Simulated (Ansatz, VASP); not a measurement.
**One calculation of Pb, two programs**

```
Pb
1.0
     3.30933    0.00000    0.00000
     0.00000    3.30933    0.00000
     0.00000    0.00000    3.30933
Pb
1
Cartesian
  0.0000 0.0000 0.0000
```

Change from the starting cell: volume scaled by 1.05, PAW files.

Alike in both runs: task electric field gradients; functional PBE; k mesh 11 × 11 × 11; occupations fermi-dirac, width 0.08 eV; no spin polarisation.

```csv
,VASP,Ansatz
version,VASP 6.6.1,Ansatz 0.2.0
potentials or method,"VASP PAW PBE potentials, release 64 (Pb_d)","PAW with Ansatz's default frozen-core files, scalar-relativistic"
plane-wave cutoff (eV),520,420
valence electrons in the cell,14,14
```

```tsv
	VASP	Ansatz	Ansatz less VASP
pressure (GPa)	-1.6	-1.6	+0.05
Vzz of the field gradient on the site that differs most (V/Å²)	0.0	0.0	0.00
```

Ansatz warned: «gradients_without_spin_orbit».

Spin-orbit coupling is left out, which matters for the levels of Pb.
